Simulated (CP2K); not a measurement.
Slab: MoS2, a slab with vacuum.

```
Mo S
1.0
     3.18454    0.00000    0.00000
    -1.59227    2.75789    0.00000
     0.00000    0.00000   21.67053
Mo S
2 4
Direct
  0.33333 0.66667 0.85116
  0.66667 0.33333 0.14884
  0.66667 0.33333 0.77963
  0.33333 0.66667 0.07725
  0.66667 0.33333 0.92275
  0.33333 0.66667 0.22037
```

- Program: CP2K 2026.2
- Task: single point
- Functional: PBE
- Potentials or basis: POTENTIAL_UZH Mo GTH-PBE-q14, S GTH-PBE-q6; TZVP-MOLOPT-PBE-GTH basis
- Density cutoff: 6123 eV
- k mesh: 10 × 10 × 2
- Occupations: fermi-dirac, width 0.05 eV
- Spin: no spin polarisation

On this cell: largest force 0.426 eV/Å; band gap on the k mesh 1.38 eV, indirect (least direct gap 1.91 eV).

The same run follows on a disturbed copy (atoms moved at random, drawn with an rms of 0.05 Å):

```
Mo S
1.0
     3.18454    0.00000    0.00000
    -1.59227    2.75789    0.00000
     0.00000    0.00000   21.67053
Mo S
2 4
Direct
  0.34384 0.66824 0.85091
  0.67791 0.34480 0.14846
  0.67064 0.34761 0.77843
  0.33154 0.66630 0.07732
  0.65108 0.33668 0.92370
  0.32899 0.65297 0.21840
```

Question: What does the disturbed cell give?

Answer: The energy moves by +17.9 meV/atom; largest force 1.360 eV/Å; band gap on the k mesh 1.30 eV, indirect (least direct gap 1.78 eV).

Forces on the atoms (eV/Å):
```
Mo  -1.232  0.409  0.051
Mo  -0.349 -1.096 -0.459
S    0.429 -0.317 -0.058
S    0.234  0.366 -0.640
S    0.805 -0.092 -0.035
S    0.114  0.730  1.141
```

Stress tensor (GPa, compression positive):
```
 1.83 -0.21  0.33
-0.21  0.92  0.75
 0.33  0.75  2.55
```

Caveats: the basis of atomic orbitals isn't converged, which shifts pressures, moduli and gaps.

A k mesh can miss the band edges.
